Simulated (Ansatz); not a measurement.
Input of an Ansatz 0.2.0 run:

Contents of input.yaml:

```yaml
crystal:
  lattice:
    - [3.39912194, 0.0, 0.0]
    - [0.0, 3.39912194, 0.0]
    - [0.0, 0.0, 4.97696369]
  atoms:
    - { symbol: Ta, position: [0.0, 0.0, 0.0] }
    - { symbol: Ta, position: [0.5, 0.5, 0.0] }
    - { symbol: "N", position: [0.5, 0.0, 0.267] }
    - { symbol: "N", position: [0.0, 0.5, 0.733] }
hamiltonian:
  xc: lda
  pseudopotentials: { kind: paw }
kpoints:
  mp_grid: { grid: [8, 8, 6] }
scf:
  occupations: { method: fermi_dirac, width: 0.05 }
output:
  forces: true
  stress: true
  eigenvalues: true
relax:
  f_tol: 0.01
  max_steps: 40
  cell: { stress_tol: 0.05 }
```

Potentials or basis: Ansatz PAW.

Run with:

```bash
$ ansatz run input.yaml --threads 2 --pin off --max-ram 5632MiB --backend cpu --events-out ev --progress --plain --runs-dir out
```

What does it give for the band gap on the k mesh?

None (metal or under the smearing width).

What does it give for the space group after relaxing (to 0.05 Å)?

P4/mmm (No. 123).

Predict the relaxed cell.

a = 4.136 Å, b = 4.136 Å, c = 2.985 Å, α = 90.00°, β = 90.00°, γ = 90.00°.

Step by step:
```tsv
step	energy change (eV)	largest force (eV/Å)	volume (Å³)
1	0.0000	3.3844	57.50
2	-2.2441	2.8217	61.82
3	-3.7055	1.2004	64.66
4	-4.2513	0.8729	67.03
5	-4.5742	0.9155	65.82
6	-4.8638	0.6964	63.66
7	-5.1722	0.5917	60.61
8	-5.5389	0.5614	57.39
9	-5.9429	0.6665	54.08
10	-6.2341	0.6934	50.79
11	-6.3454	0.7702	49.60
12	-6.4547	0.3082	49.19
13	-6.5021	0.0965	51.43
14	-6.5459	0.0138	50.46
15	-6.5459	0.0005	50.49
16	-6.8171	0.0005	50.49
17	-6.8280	0.0007	51.03
18	-6.8280	0.0001	51.03
19	-6.8280	0.0000	51.04
20	-6.8298	0.0000	51.04
21	-6.8298	0.0000	51.05
22	-6.8298	0.0000	51.05
```

Caveat: the plane-wave basis is chosen anew once the cell has moved, so the energies of steps on either side of that aren't comparable; the PAW data sets come from PBE, with cores solved anew for the run's functional, which leaves a small shift of forces and pressure. Spin-orbit coupling is left out, which matters for the levels of Ta.
